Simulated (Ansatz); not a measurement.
Cubic perovskite LaAlO₃ (cubic high-temperature phase), treated with PBE+SOC (plane waves, PAW; Ansatz, an electronic-structure program).

Run with plane-wave cutoff 520 eV, 10×10×10 k mesh, Fermi–Dirac smearing 0.01 eV, PAW data made under PBE.

Cell (measured lattice):

```cif
data_AlLaO3
_chemical_formula_sum 'La1 Al1 O3'
_space_group_name_H-M_alt 'P 1'
_space_group_IT_number 1
_cell_length_a 3.81000
_cell_length_b 3.81000
_cell_length_c 3.81000
_cell_angle_alpha 90.000
_cell_angle_beta 90.000
_cell_angle_gamma 90.000
loop_
_space_group_symop_operation_xyz
  'x, y, z'
loop_
_atom_site_label
_atom_site_type_symbol
_atom_site_fract_x
_atom_site_fract_y
_atom_site_fract_z
_atom_site_occupancy
La1 La 0.00000 0.00000 0.00000 1
Al1 Al 0.50000 0.50000 0.50000 1
O1 O 0.50000 0.00000 0.50000 1
O2 O 0.00000 0.50000 0.50000 1
O3 O 0.50000 0.50000 0.00000 1
```

Problem. Give the computed band gap and smallest direct gap on the k points sampled.

Solution. 
band gap: 3.49 eV (indirect)
smallest direct gap on the k points sampled: 3.58 eV

Note: held by symmetry at 0 K, a high-temperature phase can be a saddle point; cell and atoms aren't relaxed at this level (pressure 0.4 GPa).

The result took about 40 core-seconds (a rough figure).
